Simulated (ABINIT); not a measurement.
# Ru (P6_3/mmc) in ABINIT: reference runs

Aim: a first look at Ru with PBE, on the cell as given and on a disturbed one.

All numbers are computed with ABINIT 10.8.3 (patched build); they aren't measurements. Logs are shortened: lines on timing, memory, paths and dates and some standing lists are left out, and cuts for length are marked. The log counts tension as positive stress, the text compression.

### Step 1. Starting point

The structure is hexagonal, space group P6_3/mmc (No. 194). Conventional cell: a = 2.706 Å, b = 2.706 Å, c = 4.282 Å, α = 90.00°, β = 90.00°, γ = 120.00°. Ru (site symmetry -6m2) is surrounded by 12 Ru at 2.65 to 2.71 Å.

### Step 2. Single point, PBE

Input file run.abi:

```
pp_dirpath "./"
pseudos "Ru.GGA_PBE-JTH.xml"

acell 5.113220948 5.1132209481 8.091618293
rprim
     1.0000000000     0.0000000000     0.0000000000
    -0.5000000000     0.8660254038     0.0000000000
     0.0000000000     0.0000000000     1.0000000000
ntypat 1
znucl 44
natom 2
typat 1 1
xred
     0.6666666667     0.3333333333     0.7500000000
     0.3333333333     0.6666666667     0.2500000000

ecut 408.170794 eV
pawecutdg 30.0

kptopt 1
ngkpt 11 11 6
nshiftk 1
shiftk 0.0 0.0 0.0

ixc 11

nband 20
occopt 3
tsmear 0.00183747

nstep 100
tolvrs 1.0e-9

iomode 3
prtwf 0
prteig 0
prtebands 0
prtden 1
prtvha 1
prtvclmb 1
prtpot 1
```

Potentials or basis: JTH PAW PBE v2.0.

The run is started by

```sh
$ abinit run.abi > log 2>&1
```

run.abo:

```text
.Version 10.8.3 of ABINIT
 Symmetries : space group P6_3/m m c (#194); Bravais hP (primitive hexag.)
================================================================================
 Values of the parameters that define the memory need of the present run
     intxc =       0    ionmov =       0      iscf =      17    lmnmax =      18
     lnmax =       6     mgfft =      30  mpssoang =       3    mqgrid =    3001
     natom =       2  nloc_mem =       2    nspden =       1   nspinor =       1
    nsppol =       1      nsym =      24    n1xccc =       1    ntypat =       1
    occopt =       3   xclevel =       2
       mpw =         523          nfft =        9720          nkpt =          64
 PAW method is used; the additional fine FFT grid is defined by:
   mgfftf=        40    nfftf =     29160
================================================================================
================================================================================

--------------------------------------------------------------------------------
------------- Echo of variables that govern the present computation ------------
--------------------------------------------------------------------------------
 -outvars: echo values of preprocessed input variables --------
            acell      5.1132209480E+00  5.1132209481E+00  8.0916182930E+00 Bohr
              amu      1.01070000E+02
             ecut      1.50000000E+01 Hartree
                       outvar_i_n : Printing only first  50 k-points.
              ixc          11
                       outvar_i_n : Printing only first  50 k-points.
         kptrlatt       11    0    0      0   11    0      0    0    6
          kptrlen      4.85497098E+01
            natom           2
            nband          20
            ngfft          18      18      30
          ngfftdg          27      27      40
             nkpt          64
            nstep         100
             nsym          24
           ntypat           1
                       prtocc : prtvol=0, do not print more k-points.
           occopt           3
        pawecutdg      3.00000000E+01 Hartree
         pawxcdev           0
        prtebands           0
           prteig           0
           prtpot           1
         prtvclmb           1
           prtvha           1
            prtwf           0
            rprim      1.0000000000E+00  0.0000000000E+00  0.0000000000E+00
                      -5.0000000000E-01  8.6602540380E-01  0.0000000000E+00
                       0.0000000000E+00  0.0000000000E+00  1.0000000000E+00
          spgroup         194
           tolvrs      1.00000000E-09
           tsmear      1.83747000E-03 Hartree
            typat      1  1
           useylm           1
                       outvars : Printing only first  50 k-points.
           xangst      1.3528999991E+00  7.8109717868E-01  3.2114249978E+00
                      -1.7639239780E-11  1.5621943574E+00  1.0704749993E+00
            xcart      2.5566104740E+00  1.4760597454E+00  6.0687137197E+00
                      -3.3333332253E-11  2.9521194909E+00  2.0229045732E+00
             xred      6.6666666667E-01  3.3333333333E-01  7.5000000000E-01
                       3.3333333333E-01  6.6666666667E-01  2.5000000000E-01
            znucl       44.00000

================================================================================

 chkinp: Checking input parameters for consistency.

================================================================================
== DATASET  1 ==================================================================

--- !DatasetInfo
iteration_state: {dtset: 1, }
dimensions: {natom: 2, nkpt: 64, mband: 20, nsppol: 1, nspinor: 1, nspden: 1, mpw: 523, }
cutoff_energies: {ecut:  15.0, pawecutdg:  30.0, }
electrons: {nelect:   3.20000000E+01, charge:   0.00000000E+00, occopt:   3.00000000E+00, tsmear:   1.83747000E-03, }
meta: {optdriver: 0, ionmov: 0, optcell: 0, iscf: 17, paral_kgb: 0, }
...

 Exchange-correlation functional for the present dataset will be:
  GGA: Perdew-Burke-Ernzerhof functional - ixc=11
  J.P.Perdew, K.Burke, M.Ernzerhof, PRL 77, 3865 (1996)

 Real(R)+Recip(G) space primitive vectors, cartesian coordinates (Bohr,Bohr^-1):
 R(1)=  5.1132209  0.0000000  0.0000000  G(1)=  0.1955714  0.1129132  0.0000000
 R(2)= -2.5566105  4.4281792  0.0000000  G(2)=  0.0000000  0.2258265  0.0000000
 R(3)=  0.0000000  0.0000000  8.0916183  G(3)=  0.0000000  0.0000000  0.1235847
 Unit cell volume ucvol=  1.8321252E+02 bohr^3
 Angles (23,13,12)=  9.00000000E+01  9.00000000E+01  1.20000000E+02 degrees

 Coarse grid specifications (used for wave-functions):

 getcut: wavevector=  0.0000  0.0000  0.0000  ngfft=  18  18  30
         ecut(hartree)=     15.000   => boxcut(ratio)=   2.02329

 Fine grid specifications (used for densities):

 getcut: wavevector=  0.0000  0.0000  0.0000  ngfft=  27  27  40
         ecut(hartree)=     30.000   => boxcut(ratio)=   2.00493

--- Pseudopotential description ------------------------------------------------
- pspini: atom type   1  psp file is ./Ru.GGA_PBE-JTH.xml
 Pseudopotential format is: paw10
 basis_size (lnmax)=  6 (lmn_size= 18), orbitals=   0   0   1   1   2   2
 Spheres core radius: rc_sph= 2.21046734
 Shapefunction is SIN type: shapef(r)=[sin(pi*r/rshp)/(pi*r/rshp)]**2
 Radius for shape functions =  2.00219127
 Compensation charge density is not taken into account in XC energy/potential

   2.05817936E+03                                ecore*ucvol(ha*bohr**3)
--------------------------------------------------------------------------------

================================================================================

--- !BeginCycle
iteration_state: {dtset: 1, }
solver: {iscf: 17, nstep: 100, nline: 4, wfoptalg: 10, }
tolerances: {tolvrs: 1.00E-09, }
...

     iter   Etot(hartree)      deltaE(h)  residm     nres2
 ETOT  1  -190.00891534880    -1.900E+02 7.268E+00 5.232E+00
 ETOT  2  -191.39387282425    -1.385E+00 1.518E-01 1.719E+00
 ETOT  3  -191.38601346707     7.859E-03 2.524E-02 2.087E-01
 ETOT  4  -191.38563515430     3.783E-04 8.848E-03 5.691E-03
 ETOT  5  -191.38571568262    -8.053E-05 2.693E-03 2.046E-03
 ETOT  6  -191.38570641132     9.271E-06 3.195E-03 5.116E-05
 ETOT  7  -191.38570696090    -5.496E-07 5.681E-04 4.945E-06
 ETOT  8  -191.38570695072     1.018E-08 5.136E-04 3.968E-07
 ETOT  9  -191.38570694891     1.811E-09 1.335E-04 1.108E-09
 ETOT 10  -191.38570694899    -8.279E-11 7.644E-05 4.268E-10

 At SCF step   10       nres2   =  4.27E-10 < tolvrs=  1.00E-09 =>converged.

 Cartesian components of stress tensor (hartree/bohr^3)
  sigma(1 1)= -1.42063001E-04  sigma(3 2)=  0.00000000E+00
  sigma(2 2)= -1.42063006E-04  sigma(3 1)=  0.00000000E+00
  sigma(3 3)= -1.48689739E-04  sigma(2 1)=  6.90717846E-13

--- !ResultsGS
iteration_state: {dtset: 1, }
comment   : Summary of ground state results
lattice_vectors:
- [  5.1132209,   0.0000000,   0.0000000, ]
- [ -2.5566105,   4.4281792,   0.0000000, ]
- [  0.0000000,   0.0000000,   8.0916183, ]
lattice_lengths: [   5.11322,    5.11322,    8.09162, ]
lattice_angles: [ 90.000,  90.000, 120.000, ] # degrees, (23, 13, 12)
lattice_volume:   1.8321252E+02
convergence: {deltae: -8.279E-11, res2:  4.268E-10, residm:  7.644E-05, diffor: null, }
etotal    :  -1.91385707E+02
entropy   :   0.00000000E+00
fermie    :   5.27018707E-01
cartesian_stress_tensor: # hartree/bohr^3
- [ -1.42063001E-04,   6.90717846E-13,   0.00000000E+00, ]
- [  6.90717846E-13,  -1.42063006E-04,   0.00000000E+00, ]
- [  0.00000000E+00,   0.00000000E+00,  -1.48689739E-04, ]
pressure_GPa:   4.2446E+00
xred      :
- [  6.6667E-01,   3.3333E-01,   7.5000E-01, Ru]
- [  3.3333E-01,   6.6667E-01,   2.5000E-01, Ru]
cartesian_forces: # hartree/bohr
- [  0.00000000E+00,   0.00000000E+00,  -0.00000000E+00, ]
- [  0.00000000E+00,   0.00000000E+00,  -0.00000000E+00, ]
force_length_stats: {min:   0.00000000E+00, max:   0.00000000E+00, mean:   0.00000000E+00, }
...

 Integrated electronic density in atomic spheres:
 ------------------------------------------------
 Atom  Sphere_radius  Integrated_density
    1        2.21047         13.73249469
    2        2.21047         13.73249469

================================================================================

 ----iterations are completed or convergence reached----

 Mean square residual over all n,k,spin=   17.034E-08; max=  76.439E-06
 reduced coordinates (array xred) for    2 atoms
       0.666666666667      0.333333333333      0.750000000000
       0.333333333333      0.666666666667      0.250000000000
 rms dE/dt=  3.1092E-28; max dE/dt=  0.0000E+00; dE/dt below (all hartree)
    1      -0.000000000000      0.000000000000      0.000000000000
    2      -0.000000000000      0.000000000000      0.000000000000

 cartesian coordinates (angstrom) at end:
    1      1.35289999907007     0.78109717868415     3.21142499780741
    2     -0.00000000001764     1.56219435736831     1.07047499926914

 cartesian forces (hartree/bohr) at end:
    1      0.00000000000000     0.00000000000000    -0.00000000000000
    2      0.00000000000000     0.00000000000000    -0.00000000000000
 frms,max,avg= 0.0000000E+00 0.0000000E+00   0.000E+00  0.000E+00  0.000E+00 h/b

 cartesian forces (eV/Angstrom) at end:
    1      0.00000000000000     0.00000000000000    -0.00000000000000
    2      0.00000000000000     0.00000000000000    -0.00000000000000
 frms,max,avg= 0.0000000E+00 0.0000000E+00   0.000E+00  0.000E+00  0.000E+00 e/A
 length scales=  5.113220948000  5.113220948100  8.091618293000 bohr
              =  2.705799998158  2.705799998211  4.281899997077 angstroms
 Fermi (or HOMO) energy (hartree) =   0.52702   Average Vxc (hartree)=  -0.48724
 Eigenvalues (hartree) for nkpt=  64  k points:
 kpt#   1, nband= 20, wtk=  0.00138, kpt=  0.0000  0.0000  0.0000 (reduced coord)
  -2.15855   -2.15102   -1.07424   -1.03991   -1.03991   -1.03364   -1.03364   -1.03212
   0.23523    0.30081    0.43382    0.43382    0.44029    0.45895    0.45895    0.47825
   0.47825    0.57268    0.57268    0.57949
      occupation numbers for kpt#   1
   2.00000    2.00000    2.00000    2.00000    2.00000    2.00000    2.00000    2.00000
   2.00000    2.00000    2.00000    2.00000    2.00000    2.00000    2.00000    2.00000
   2.00000    0.00000    0.00000    0.00000
 prteigrs : prtvol=0 or 1, do not print more k-points.

--- !EnergyTerms
iteration_state     : {dtset: 1, }
comment             : Components of total free energy in Hartree
kinetic             :  2.30163898961183E+01
hartree             :  2.75587021977187E+01
xc                  : -7.79924591421054E+00
Ewald energy        : -1.63992206441666E+02
psp_core            :  1.12338360296150E+01
local_psp           : -9.45050510371667E+01
PAW spherical_terms :  1.31024497177066E+01
internal            : -1.91385125551884E+02
'-kT*entropy'       : -6.14300837560373E-04
total_energy        : -1.91385739852722E+02
total_energy_eV     : -5.20787128910525E+03
...

--- !EnergyTermsDC
iteration_state     : {dtset: 1, }
comment             : '"Double-counting" decomposition of free energy'
band_energy         : -1.46261982614908E+01
Ewald energy        : -1.63992206441666E+02
psp_core            :  1.12338360296150E+01
xc_dc               : -2.51810064430752E+01
PAW spherical_terms :  1.18048246846143E+00
internal            : -1.91385092648155E+02
'-kT*entropy'       : -6.14300837560373E-04
total_energy_dc     : -1.91385706948993E+02
total_energy_dc_eV  : -5.20787039374917E+03
...

--- !EnergyTermsWithPAWCore
iteration_state     : {dtset: 1, }
comment             : 'Components of total free energy, including PAW core contributions'
Total energy        : -9.06218101482761E+03
Total energy DC     : -9.06218098192388E+03
Total energy (eV)   : -2.46594507825470E+05
Total energy DC (eV): -2.46594506930114E+05
...

 Cartesian components of stress tensor (hartree/bohr^3)
  sigma(1 1)= -1.42063001E-04  sigma(3 2)=  0.00000000E+00
  sigma(2 2)= -1.42063006E-04  sigma(3 1)=  0.00000000E+00
  sigma(3 3)= -1.48689739E-04  sigma(2 1)=  6.90717846E-13

-Cartesian components of stress tensor (GPa)         [Pressure=  4.2446E+00 GPa]
- sigma(1 1)= -4.17963779E+00  sigma(3 2)=  0.00000000E+00
- sigma(2 2)= -4.17963793E+00  sigma(3 1)=  0.00000000E+00
- sigma(3 3)= -4.37460314E+00  sigma(2 1)=  2.03216206E-08

== END DATASET(S) ==============================================================
================================================================================

 -outvars: echo values of variables after computation  --------
            acell      5.1132209480E+00  5.1132209481E+00  8.0916182930E+00 Bohr
           etotal     -1.9138570695E+02
            fcart      0.0000000000E+00  0.0000000000E+00 -0.0000000000E+00
                       0.0000000000E+00  0.0000000000E+00 -0.0000000000E+00
            rprim      1.0000000000E+00  0.0000000000E+00  0.0000000000E+00
                      -5.0000000000E-01  8.6602540380E-01  0.0000000000E+00
                       0.0000000000E+00  0.0000000000E+00  1.0000000000E+00
           strten     -1.4206300114E-04 -1.4206300573E-04 -1.4868973850E-04
                       0.0000000000E+00  0.0000000000E+00  6.9071784620E-13
           xangst      1.3528999991E+00  7.8109717868E-01  3.2114249978E+00
                      -1.7639239780E-11  1.5621943574E+00  1.0704749993E+00
             xred      6.6666666667E-01  3.3333333333E-01  7.5000000000E-01
                       3.3333333333E-01  6.6666666667E-01  2.5000000000E-01
 Calculation completed.
```

Run time: 20 s. Hardware: 1 thread of Arm Neoverse V1, shared host; peak memory 0.11 GiB.

What came out:

```
Free energy                                           : -5207.8704 eV
Pressure                                              : 4.2 GPa
Band gap on the k mesh                                : none (metal or under the smearing width)
Valence electrons inside the program's atomic spheres : Ru 13.73 (radii [1.1697] Å)
```

### Step 3. Single point, PBE (atoms moved at random, drawn with an rms of 0.05 Å)

Input file run.abi:

```
# Pseudopotentials
pp_dirpath "./"
pseudos "Ru.GGA_PBE-JTH.xml"

# Structure
acell 3*1.0
rprim
     5.1132209480     0.0000000000     0.0000000000
    -2.5566104740     4.4281792362     0.0000000000
     0.0000000000     0.0000000000     8.0916182930
ntypat 1
znucl 44
natom 2
typat 1 1
xcart
     1.3540878462     0.8057314220     3.1908033696
    -0.0504401707     1.5944482042     1.0433577273 Angstrom
chkprim 0
chksymtnons 0
tolsym 1.0e-6

# Plane-wave basis
ecut 15.0
pawecutdg 30.0

# k points
kptopt 1
ngkpt 11 11 6
nshiftk 1
shiftk 0.0 0.0 0.0

# Exchange and correlation
ixc 11

# Bands and occupations
nband 20
occopt 3
tsmear 0.05 eV

# SCF cycle
nstep 100
tolvrs 1.0e-9

# Output
iomode 3
prtwf 0
prtden 0
prteig 0
prtebands 0
```

Potentials or basis: JTH PAW PBE v2.0.

The run is started by

```sh
$ abinit run.abi > log 2>&1
```

It took 98 s on 1 thread of Arm Neoverse V1, shared host; peak memory 0.19 GiB.

It converged, with:

```yaml
Free_energy: -5207.8616 eV
Pressure: 4.4 GPa
Largest_force: 0.346 eV/Å
Band_gap_on_the_k_mesh: none (metal or under the smearing width)
Valence_electrons_inside_the_program's_atomic_spheres: Ru 13.72 (radii [1.1697] Å)
```

Forces in eV/Å, atoms in the order of the input:
```
Ru  -0.332  0.046 -0.082
Ru   0.332 -0.046  0.082
```

Stress tensor (GPa, compression positive):
```
4.08 1.04 0.05
1.04 4.58 0.01
0.05 0.01 4.63
```

Levels at points of the mesh, in eV from the Fermi level:
| k point | band 13 | band 14 | band 15 | band 16 | band 17 | band 18 | band 19 | band 20 |
| --- | --- | --- | --- | --- | --- | --- | --- | --- |
| (0.00, 0.00, 0.00) | -2.41 | -1.89 | -1.80 | -1.49 | -1.17 | 1.05 | 1.41 | 1.42 |
| (0.00, 0.00, 0.50) | -2.69 | -2.68 | -2.66 | -2.61 | 0.52 | 0.55 | 0.64 | 0.66 |
